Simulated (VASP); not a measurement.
# AlN (Fm-3m) in VASP: a series of runs

Aim: see how the results for AlN move with the level of theory and the settings. Levels: PBEsol, LDA. Tasks: relaxation of cell and atoms.

Everything below comes from runs of VASP 6.6.1. Logs are shortened: lines on timing, memory, paths and dates and some standing lists are left out, and cuts for length are marked.

**1. The structure**

The structure is cubic, space group Fm-3m (No. 225). Conventional cell: a = 4.069 Å, b = 4.069 Å, c = 4.069 Å, α = 90.00°, β = 90.00°, γ = 90.00°. Al (site symmetry m-3m) is surrounded by 6 N at 2.03 Å. N (site symmetry m-3m) is surrounded by 6 Al at 2.03 Å.

Measurements of this composition are mostly on another form, of space group No. 186.

**2. Relaxation of cell and atoms, PBEsol**

The input, INCAR:

```
SYSTEM = AlN
ALGO = Normal
EDIFF = 1E-7
EDIFFG = -0.005
ENCUT = 600
GGA = PS
IBRION = 2
ISIF = 3
ISMEAR = 0
LASPH = .TRUE.
LCHARG = .FALSE.
LREAL = .FALSE.
LWAVE = .FALSE.
NELM = 80
NSW = 90
PREC = Accurate
SIGMA = 0.02
```

The input, KPOINTS:

```
k-points
0
G
  10 10 10
  0 0 0
```

The input, POSCAR:

```
AlN
1.0
    0.0000000000      2.0345180000      2.0345180000
    2.0345180000      0.0000000000      2.0345180000
    2.0345180000      2.0345180000      0.0000000000
Al N
1 1
Direct
    0.5000000000      0.5000000000      0.5000000000
    0.0000000000      0.0000000000      0.0000000000
```

Potentials or basis: VASP PAW PBE potentials, release 64 (Al, N).

The run is started by

```console
> cat potpaw_PBE.64/Al/POTCAR potpaw_PBE.64/N/POTCAR > POTCAR
> mpirun -np 1 vasp_std > vasp.out
```

OUTCAR:

```text
SYSTEM = AlN
   EDIFF = 1E-7
   EDIFFG = -0.005
   ENCUT = 600
   GGA = PS
   IBRION = 2
   ISIF = 3
   ISMEAR = 0
   LASPH = .TRUE.
   LREAL = .FALSE.
   NELM = 80
   NSW = 90
   PREC = Accurate

 ion  position               nearest neighbor table
   1  0.500  0.500  0.500-   2 2.03   2 2.03   2 2.03   2 2.03   2 2.03   2 2.03
   2  0.000  0.000  0.000-   1 2.03   1 2.03   1 2.03   1 2.03   1 2.03   1 2.03

  LATTYP: Found a face centered cubic cell.
 ALAT       =     4.0690360000

  Lattice vectors:

 A1 = (   0.0000000000,   2.0345180000,   2.0345180000)
 A2 = (   2.0345180000,   0.0000000000,   2.0345180000)
 A3 = (   2.0345180000,   2.0345180000,   0.0000000000)

Analysis of symmetry for initial positions (statically):
=====================================================================
 Subroutine PRICEL returns:
 Original cell was already a primitive cell.

 Routine SETGRP: Setting up the symmetry group for a
 face centered cubic supercell.

 Subroutine GETGRP returns: Found 48 space group operations
 (whereof 48 operations were pure point group operations)
 out of a pool of 48 trial point group operations.

The static configuration has the point symmetry O_h .

Analysis of symmetry for dynamics (positions and initial velocities):
=====================================================================
 Subroutine PRICEL returns:
 Original cell was already a primitive cell.

 Routine SETGRP: Setting up the symmetry group for a
 face centered cubic supercell.

 Subroutine GETGRP returns: Found 48 space group operations
 (whereof 48 operations were pure point group operations)
 out of a pool of 48 trial point group operations.

The dynamic configuration has the point symmetry O_h .

 Subroutine INISYM returns: Found 48 space group operations
 (whereof 48 operations are pure point group operations),
 and found     1 'primitive' translations

----------------------------------------------------------------------------------------

                                     Primitive cell

  volume of cell :      16.8428

  direct lattice vectors                    reciprocal lattice vectors
     0.000000000  2.034518000  2.034518000    -0.245758455  0.245758455  0.245758455
     2.034518000  0.000000000  2.034518000     0.245758455 -0.245758455  0.245758455
     2.034518000  2.034518000  0.000000000     0.245758455  0.245758455 -0.245758455

  length of vectors
     2.877242948  2.877242948  2.877242948     0.425666130  0.425666130  0.425666130

  position of ions in fractional coordinates (direct lattice)
     0.500000000  0.500000000  0.500000000
     0.000000000  0.000000000  0.000000000

  ion indices of the primitive-cell ions
   primitive index   ion index
                 1           1
                 2           2

----------------------------------------------------------------------------------------

 KPOINTS: k-points

Automatic generation of k-mesh.
 Grid dimensions read from file:
 generate k-points for:   10   10   10

 Generating k-lattice:

  Cartesian coordinates                     Fractional coordinates (reciprocal lattice)
    -0.024575845  0.024575845  0.024575845     0.100000000  0.000000000  0.000000000
     0.024575845 -0.024575845  0.024575845     0.000000000  0.100000000  0.000000000
     0.024575845  0.024575845 -0.024575845     0.000000000  0.000000000  0.100000000

  Length of vectors
     0.042566613  0.042566613  0.042566613

  Shift w.r.t. Gamma in fractional coordinates (k-lattice)
     0.000000000  0.000000000  0.000000000

 Subroutine IBZKPT returns following result:
 ===========================================

 Found     47 irreducible k-points:

 Following reciprocal coordinates:
            Coordinates               Weight
  0.000000  0.000000  0.000000      1.000000
  0.100000  0.000000  0.000000      8.000000
  0.200000  0.000000  0.000000      8.000000
  0.300000  0.000000  0.000000      8.000000
  0.400000  0.000000  0.000000      8.000000
  0.500000  0.000000  0.000000      4.000000
[... 16 lines left out ...]
  0.300000  0.300000  0.000000      6.000000
  0.400000  0.300000  0.000000     24.000000
 [... further k-points ...]
   k-points           NKPTS =     47   k-points in BZ     NKDIM =     47   number of bands    NBANDS=      8
   number of dos      NEDOS =    301   number of ions     NIONS =      2
   total plane-waves  NPLWV =  13824
   dimension x,y,z NGX =    24 NGY =   24 NGZ =   24
   dimension x,y,z NGXF=    48 NGYF=   48 NGZF=   48
   ions per type =               1   1
   NGX,Y,Z   is equivalent  to a cutoff of  13.87, 13.87, 13.87 a.u.
   NGXF,Y,Z  is equivalent  to a cutoff of  27.73, 27.73, 27.73 a.u.
 SYSTEM =  AlN
   PREC   = accura    normal or accurate (medium, high low for compatibility)
   ISTART =      0    job   : 0-new  1-cont  2-samecut
   ICHARG =      2    charge: 1-file 2-atom 10-const
   ISPIN  =      1    spin polarized calculation?
   LNONCOLLINEAR =      F non collinear calculations
   LSORBIT =      F    spin-orbit coupling
   LASPH  =      T    aspherical Exc in radial PAW
   ENCUT  =  600.0 eV  44.10 Ry    6.64 a.u.   5.75  5.75  5.75*2*pi/ulx,y,z
   NELM   =     80;   NELMIN=  2; NELMDL= -5     # of ELM steps
   EDIFF  = 0.1E-06   stopping-criterion for ELM
   LREAL  =      F    real-space projection
   EDIFFG = -.5E-02   stopping-criterion for IOM
   NSW    =     90    number of steps for IOM
   IBRION =      2    ionic relax: 0-MD 1-quasi-New 2-CG
   NFREE  =      1    steps in history (QN), initial steepest desc. (CG)
   ISIF   =      3    stress and relaxation
   ISYM   =      2    0-nonsym 1-usesym 2-fastsym
   POTIM  = 0.5000    time-step for ionic-motion
   TEBEG  =    0.0;   TEEND  =   0.0 temperature during run
   PSTRESS=    0.0 pullay stress
   NELECT =       8.0000    total number of electrons
   NUPDOWN=      -1.0000    fix difference up-down
   EMIN   =  10.00;   EMAX   =-10.00  energy-range for DOS
   EFERMI =   0.00;   METHOD = LEGACY
   ISMEAR =     0;   SIGMA  =   0.02  broadening in eV -4-tet -1-fermi 0-gaus
   EFERMI_NEDOS =   21; number of points for ismear=-14 and -15
   IALGO  =     38    algorithm
   IMIX   =      4    mixing-type and parameters
     AMIX     =   0.40;   BMIX     =  1.00
     AMIX_MAG =   1.60;   BMIX_MAG =  1.00
  volume/ion in A,a.u.               =       8.42        56.83
  Fermi-wavevector in a.u.,A,eV,Ry     =   1.277321  2.413786 22.198561  1.631548
  Thomas-Fermi vector in A             =   2.409927
   LORBIT       =      0    0 simple, 1 ext, 2 COOP (PROOUT), +10 PAW based schemes
   GGA     = PS    functional components
   LHFCALC =     F    Hartree Fock is set to
   AEXX    =    0.0000 exact exchange contribution
   IVDW    =     0    specifies the selected vdW correction
   LEPSILON=     F    determine dielectric tensor
   LRPA    =     F    only Hartree local field effects (RPA)
 conjugate gradient relaxation of ions
 non-spin polarized calculation
 Gauss-broadening in eV      SIGMA  =   0.02
  energy-cutoff  :      600.00
  volume of cell :       16.84
 maximum number of plane-waves:       588
   NGX = 11   NGY = 11   NGZ = 11

--------------------------------------- Ionic step        1  -------------------------------------------

 number of electron       7.9999999 magnetization

 Free energy of the ion-electron system (eV)
  ---------------------------------------------------
  ext. energy  EPLUGINS =         0.00000000
  ---------------------------------------------------
  free energy    TOTEN  =       -15.44667641 eV

  energy without entropy =      -15.44667641  energy(sigma->0) =      -15.44667641

 E-fermi :   9.7770     XC(G=0): -12.3630

 val. band max:        9.6414235564   @ k =   0.0000   0.0000   0.0000
 cond. band min:      14.0161633735   @ k =   0.5000   0.5000   0.0000
 fundamental gap:      4.3747398170
 Fermi energy:         9.7769623375

 k-point     1 :       0.0000    0.0000    0.0000
  band No.  band energies     occupation
      1      -7.7371      2.00000
      2       9.6414      2.00000
      3       9.6414      2.00000
      4       9.6414      2.00000
      5      15.0404      0.00000
      6      21.6070      0.00000
      7      21.6070      0.00000
      8      21.6070      0.00000

 k-point     2 :       0.1000    0.0000    0.0000
  band No.  band energies     occupation
      1      -7.5343      2.00000
      2       8.6191      2.00000
      3       9.5214      2.00000
      4       9.5214      2.00000
      5      15.6754      0.00000
      6      20.7012      0.00000
      7      21.8985      0.00000
      8      21.8985      0.00000
[... 300 lines left out ...]
 POSITION                                       TOTAL-FORCE (eV/Angst)
 -----------------------------------------------------------------------------------
      2.01016      2.01016      2.01016         0.000000     -0.000000     -0.000000
      0.00000      2.01016      2.01016        -0.000000      0.000000      0.000000
 -----------------------------------------------------------------------------------
    total drift:                               -0.000000     -0.000000     -0.000000

  FREE ENERGIE OF THE ION-ELECTRON SYSTEM (eV)
  ---------------------------------------------------
  free  energy   TOTEN  =       -15.4471099464 eV

  energy  without entropy=      -15.4471099464  energy(sigma->0) =      -15.44710995

--------------------------------------- Ionic step        3  -------------------------------------------

 number of electron       7.9999999 magnetization

 Free energy of the ion-electron system (eV)
  ---------------------------------------------------
  ext. energy  EPLUGINS =         0.00000000
  ---------------------------------------------------
  free energy    TOTEN  =       -15.45132954 eV

  energy without entropy =      -15.45132954  energy(sigma->0) =      -15.45132954

 E-fermi :  10.0739     XC(G=0): -12.4502

 val. band max:        9.8805813808   @ k =   0.0000   0.0000   0.0000
 cond. band min:      14.4308796140   @ k =   0.5000   0.5000   0.0000
 fundamental gap:      4.5502982332
 Fermi energy:        10.0739280897

 k-point     1 :       0.0000    0.0000    0.0000
  band No.  band energies     occupation
      1      -7.6662      2.00000
      2       9.8806      2.00000
      3       9.8806      2.00000
      4       9.8806      2.00000
      5      15.5440      0.00000
      6      21.9048      0.00000
      7      21.9048      0.00000
      8      21.9048      0.00000

 k-point     2 :       0.1000    0.0000    0.0000
  band No.  band energies     occupation
      1      -7.4598      2.00000
      2       8.8574      2.00000
      3       9.7564      2.00000
      4       9.7564      2.00000
      5      16.1655      0.00000
      6      21.0013      0.00000
      7      22.2064      0.00000
      8      22.2064      0.00000
[... 264 lines left out ...]
 POSITION                                       TOTAL-FORCE (eV/Angst)
 -----------------------------------------------------------------------------------
      2.02196      2.02196      2.02196         0.000000      0.000000     -0.000000
      0.00000      0.00000      0.00000         0.000000      0.000000      0.000000
 -----------------------------------------------------------------------------------
    total drift:                                0.000000     -0.000000     -0.000000

  FREE ENERGIE OF THE ION-ELECTRON SYSTEM (eV)
  ---------------------------------------------------
  free  energy   TOTEN  =       -15.4513295376 eV

  energy  without entropy=      -15.4513295376  energy(sigma->0) =      -15.45132954

 reached required accuracy - stopping structural energy minimisation
```

It took 6.1 s on 1 thread of Intel Xeon 6975P-C (Granite Rapids), shared host; peak memory 0.14 GiB.

What came out:

- Free energy: -15.4513 eV
- Relaxed volume: 8.27 Å³/atom
- Relaxed cell: a = 2.859 Å, b = 2.859 Å, c = 2.859 Å, α = 60.00°, β = 60.00°, γ = 60.00°
- Space group after relaxing (to 0.05 Å): Fm-3m (No. 225)
- Energy gained by relaxing: 2.3 meV/atom
- Ionic steps: 3
- Pressure after relaxing: 0.0 GPa
- Band gap on the k mesh: 4.55 eV, indirect (least direct gap 5.66 eV)

The path:
```csv
step,energy change (eV),largest force (eV/Å),pressure (GPa),volume (Å³)
1,0.0000,0.0000,-4.72,16.84
2,-0.0004,0.0000,4.78,16.25
3,-0.0047,0.0000,-0.01,16.53
```

Final structure:
```
Al N
1.0
     0.00000    2.02196    2.02196
     2.02196    0.00000    2.02196
     2.02196    2.02196    0.00000
Al N
1 1
Direct
  0.50000 0.50000 0.50000
  0.00000 0.00000 0.00000
```

Levels at points of the mesh, in eV from the valence-band top:
```
           k point  band 2  band 3  band 4  band 5  band 6  band 7
(0.00, 0.00, 0.00)    0.00    0.00    0.00    5.66   12.02   12.02
(0.50, 0.00, 0.00)   -8.36   -1.09   -1.09    6.04   10.90   10.90
(0.50, 0.50, 0.00)   -7.45   -2.82   -2.82    4.55    5.14   13.96
```

Caveat: the PAW data sets were made with another functional, which shifts forces and pressure a little. As with any semilocal functional, this PBEsol gap is likely too small.

(Continued in part 2 of 2.)
